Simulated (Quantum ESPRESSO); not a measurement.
**KBr: zone-centre phonons and dielectric response under several settings**

```
Br K
1.0
     0.00000    3.30000    3.30000
     3.30000    0.00000    3.30000
     3.30000    3.30000    0.00000
Br K
1 1
Direct
  0.50000 0.50000 0.50000
  0.00000 0.00000 0.00000
```

All runs used Quantum ESPRESSO 7.5; potentials PseudoDojo 0.4.1 SR PBE standard; k mesh 4 × 4 × 4, shifted; no spin polarisation; cutoff 1007 eV; occupations smeared at first, fixed for the response.

```csv
level,geometry,volume (Å³/atom),pressure (GPa),lowest optical mode without the field (cm⁻¹),highest mode with the field (cm⁻¹),ε∞ (mean),ε0 (mean),Born charge of atom 1 (e)
PBE,relaxed at 0 GPa,37.64,0.0,100,151,2.50,5.7,-1.14
PBE,relaxed at 2 GPa,33.63,2.0,130,174,2.63,4.7,-1.11
PBE,relaxed at 5 GPa,?,5.0,?,?,?,?,?
PBE,relaxed at 10 GPa,27.00,10.0,196,228,2.95,4.0,-1.06
PBE,relaxed at 15 GPa,24.94,15.0,223,251,3.09,3.9,-1.04
```

Question: What stands in the row left open?

Answer: Volume 30.25 Å³/atom; lowest optical mode without the field 161 cm⁻¹; highest mode with the field 198 cm⁻¹; ε∞ 2.77; ε0 4.2; Born charge of atom 1 -1.09 e.

Caveats: the volume moved by over 15 % at a fixed basis, so the end points are rough (some runs); the cell is more than 3 GPa from zero pressure, which shifts response properties (some runs).

For the row left open. Caveat: the volume moved by over 15 % at a fixed basis, so the end points are rough; the cell is more than 3 GPa from zero pressure, which shifts response properties.
